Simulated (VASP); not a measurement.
Set up this calculation in VASP 6.6.1, as the native input.

| Quantity | Value |
| --- | --- |
| Task | single point |
| Functional | PBE |
| Potentials or basis | VASP PAW PBE potentials, release 64 (Sn_d, O) |
| Cutoff | 520 eV |
| k mesh | 6 × 6 × 8 |
| Occupations | gaussian, width 0.012 eV |
| Spin | no spin polarisation |
| Further INCAR settings | ALGO = Fast; EDIFF = 1e-07; NBANDS = 35 |

The structure of SnO2 (Cassiterite) lies in POSCAR:

```
SnO2
1.0
    4.7380000000      0.0000000000      0.0000000000
    0.0000000000      4.7380000000      0.0000000000
    0.0000000000      0.0000000000      3.1865000000
Sn O
2 4
Direct
    0.5000000000      0.5000000000      0.5000000000
    0.0000000000      0.0000000000      0.0000000000
    0.8071000000      0.1929000000      0.5000000000
    0.6929000000      0.6929000000      0.0000000000
    0.1929000000      0.8071000000      0.5000000000
    0.3071000000      0.3071000000      0.0000000000
```

The input as run:

INCAR

```
PREC = Accurate ; ENCUT = 520
EDIFF = 1E-7 ; ISMEAR = 0
SIGMA = 0.012 ; LREAL = False
LASPH = True ; NELM = 100
ALGO = Fast ; ISIF = 2
LWAVE = False ; LCHARG = False
GGA = PE ; NBANDS = 35
```

KPOINTS

```
regular mesh
0
Gamma
  6 6 8
```

Potentials or basis: VASP PAW PBE potentials, release 64 (Sn_d, O).

Launch:

```bash
$ cat potpaw_PBE.64/Sn_d/POTCAR potpaw_PBE.64/O/POTCAR > POTCAR
$ mpirun -np 1 vasp_std > vasp.out
```

It gave:

| Quantity | Value |
| --- | --- |
| Pressure | 11.8 GPa |
| Largest force | 0.294 eV/Å |
| Band gap on the k mesh | 1.27 eV, direct |

Caveat: spin-orbit coupling is left out, which moves the levels of the heavy elements.

Run time: 82 s on 1 thread of Intel(R) Xeon(R) Platinum 8488C (Sapphire Rapids), with other jobs on the host, peak memory 0.23 GiB.
